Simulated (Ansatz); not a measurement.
**Ti3Al (Fm-3m): equation of state with a fit in Python**

Aim: an equation of state with a fit, for Ti3Al (Fm-3m), run from a script.

Program: Ansatz 0.2.0, driven from Python. Level of theory: DFT PBEsol, plane waves, PAW. These are calculated values, not measurements.

## (1) The system

The structure is cubic, space group Fm-3m (No. 225). Conventional cell: a = 6.464 Å, b = 6.464 Å, c = 6.464 Å, α = 90.00°, β = 90.00°, γ = 90.00°. Ti (site symmetry -43m) is surrounded by 4 Ti at 2.80 Å and 4 Al at 2.80 Å. Around Ti (site symmetry m-3m) lie 8 Ti at 2.80 Å. Around Al (site symmetry m-3m) lie 8 Ti at 2.80 Å.

No structure file is read: the coordinates are typed or built in the script.

## (2) The script

eos_ti3al.py

```python
'''Bulk modulus of Ti3Al from an E(V) curve.'''

import warnings

import ansatz as az
import numpy as np

vectors0 = np.array([
    [0.0, 3.231781, 3.231781],
    [3.231781, 0.0, 3.231781],
    [3.231781, 3.231781, 0.0],
])
sites = [
    ('Ti', (0.75, 0.75, 0.75)),
    ('Ti', (0.25, 0.25, 0.25)),
    ('Ti', (0.0, 0.0, 0.0)),
    ('Al', (0.5, 0.5, 0.5)),
]


def on_lattice(cell):
    crystal = az.Crystal(lattice=az.Lattice.of(cell))
    for symbol, position in sites:
        crystal = crystal.atom(symbol, position)
    return crystal

warnings.simplefilter('ignore', az.DeckWarning)

# scale the volume, keep shape and fractions
volumes, energies, pressures = [], [], []
for scale in np.linspace(0.94, 1.06, 7):
    cell = vectors0 * scale ** (1 / 3)
    model = (
        on_lattice(cell).calculation()
        .scf(tolerance=1e-09, self_checks='high')
        .occupations('fermi_dirac', width=50 * az.meV)
        .functional('PBEsol')
        .mixing('msr1', beta=0.2)
        .basis(470)
        .kpoints(6, 6, 6)
        .stress()
    )
    summary = model.run().report
    volumes.append(abs(np.linalg.det(cell)) / len(sites))
    energies.append(summary['free_energy_ev'] / len(sites))
    pressures.append(np.trace(summary['stress_gpa']) / 3)
    print(f'V = {volumes[-1]:8.4f} A^3/atom  F = {energies[-1]:.5f} eV/atom  P = {pressures[-1]:8.3f} GPa')

# third-order Birch-Murnaghan: a cubic in V^(-2/3)
x = np.array(volumes) ** (-2 / 3)
poly = np.polynomial.Polynomial.fit(x, energies, 3).convert()
roots = poly.deriv().roots()
x0 = min((r.real for r in roots if abs(r.imag) < 1e-9 and poly.deriv(2)(r.real) > 0), key=lambda r: abs(r - x.mean()))
v0 = x0 ** -1.5
b0 = 4 / 9 * poly.deriv(2)(x0) * v0 ** (-7 / 3) * 160.21766
b1 = 4 + 2 / 3 * x0 * poly.deriv(3)(x0) / poly.deriv(2)(x0)
print(f'V0 = {v0:.4f} A^3/atom, B0 = {b0:.1f} GPa, dB/dP = {b1:.2f}')
```

## (3) The input behind the calls

The engine receives this input (first run):

```yaml
crystal:
  lattice:
    - [0.0, 3.165807774010886, 3.165807774010886]
    - [3.165807774010886, 0.0, 3.165807774010886]
    - [3.165807774010886, 3.165807774010886, 0.0]
  atoms:
    - { symbol: Ti, position: [0.75, 0.75, 0.75] }
    - { symbol: Ti, position: [0.25, 0.25, 0.25] }
    - { symbol: Ti, position: [0.0, 0.0, 0.0] }
    - { symbol: Al, position: [0.5, 0.5, 0.5] }
basis:
  ecutwfc: 470.0
kpoints:
  mp_grid:
    grid: [6, 6, 6]
hamiltonian:
  xc: pbesol
scf:
  self_checks: high
  convergence:
    dr2_threshold: 1.0e-09
  mixing:
    algorithm: msr1
    beta: 0.2
  occupations:
    method: fermi_dirac
    width: 0.05
output:
  stress: true
```

## (4) Launch

Command:

```console
python eos_ti3al.py
```

**Question.** Where does the minimum lie against the volume typed, and how stiff is the crystal?

As calculated:

```
                      quantity           value
                 runs compared               7
               range of energy  59.59 meV/atom
lowest point, volume (Å³/atom)          16.202
      equilibrium volume (fit)   16.15 Å³/atom
            bulk modulus (fit)         120 GPa
```

What this shows: A third-order Birch-Murnaghan fit through the 7 points has its minimum at 16.15 Å³ an atom, 4.3 % below the typed cell, with a bulk modulus of 120 GPa and dB/dP = 3.8. From that minimum the energy rises by 1.9 meV an atom on the compressed side and 59.7 meV on the expanded side. The window is off centre, so dB/dP is rough. Reading the output:
- The mesh is modest for a metal, so energies can be off by several to tens of meV an atom and pressures by half a GPa or more; differences at equal mesh fare better.
- The program warned that this SCF threshold is loose for forces or stresses.
- Pressure is positive in compression.
- This cell is a computed structure, which may not be the phase found in nature.
